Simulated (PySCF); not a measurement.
Unknowns

[PySCF: spin–spin couplings from B3LYP/pcJ-1; σ from GIAO-PBE0/pcSseg-1; GFN2-xTB structure; one computed conformer; gas phase; averaged over atoms made equivalent by symmetry, fast rotation or ring inversion; no relativistic terms]

Referencing at the same level of theory: 1H, 13C vs TMS. Multiplet labels drop J under 1 Hz and among equivalent protons, and merge close values. Unscaled 3J(H,H) run several per cent high. Where no couplings were computed, multiplicities follow the n + 1 count of equivalent neighbours, and m marks all less simple cases (inequivalent or close neighbours, rings, F or P nearby). Shifts are as computed. Against solution values, carbons near 30 ppm lie about +3 ppm off and those near 130 ppm about +5 ppm. Of 1211 compounds with measured shifts, 218 miss one by over three times the rms of a fit or turn the order of signals round; such compounds aren't used in these exercises.

Question: C3H2N2. 1H NMR (300 MHz, computed): δ 3.24 (s, 2H). 13C{1H} NMR (computed): δ 114.3, 6.5. Identify the compound.

Answer: malononitrile (SMILES N#CCC#N). The formula gives 4 degrees of unsaturation (no ring in the answer). 2 carbon signals for 3 carbons: some carbons are equivalent by symmetry or fast rotation. Carbon types of the structure: 2 × C, 1 × CH2, which accounts for all hydrogens. δC 114.3: nitrile carbon; this is the usual window of a C≡N carbon, which has no attached hydrogen. δC 6.5: sp3 CH2 α to a nitrile; saturated and bonded to C and H only. δH 3.24: hydrogen on an sp3 CH2 α to a nitrile.

The shifts were computed for this structure.

Question: C8H12O3. 1H NMR (300 MHz, computed): δ 3.89 (s, 3H), 2.69 (m, 1H), 2.61 (m, 1H), 2.30 (m, 1H), 2.29 (m, 1H), 2.27 (m, 1H), 2.16 (m, 1H), 1.87 (m, 1H), 1.83 (m, 1H), 1.65 (m, 1H). 13C{1H} NMR (computed): δ 212.8 (C), 182.9 (C), 54.2 (CH3), 49.4 (CH), 47.4 (CH2), 44.6 (CH2), 33.3 (CH2), 30.7 (CH2). What is it?

Answer: SMILES COC(=O)[C@H]1CCCC(=O)C1. The formula gives 3 degrees of unsaturation (1 ring in the answer). 8 carbon signals for 8 carbons: no two carbons are equivalent. Carbon types of the structure: 2 × C, 1 × CH, 4 × CH2, 1 × CH3, which accounts for all hydrogens. δC 212.8: ketone carbonyl carbon; the double bond to the heteroatom, with no lone-pair donor beside it, deshields it most. δC 182.9: ester carbonyl carbon; it is a carbonyl in resonance with an O or N lone pair, the region of acids, esters and amides. δC 54.2: methyl carbon bonded to O; pulled downfield by the heteroatom. δC 47.4, 44.6: sp3 CH2 α to a carbonyl; the adjacent C=O deshields it moderately.

The shifts were computed for this structure.
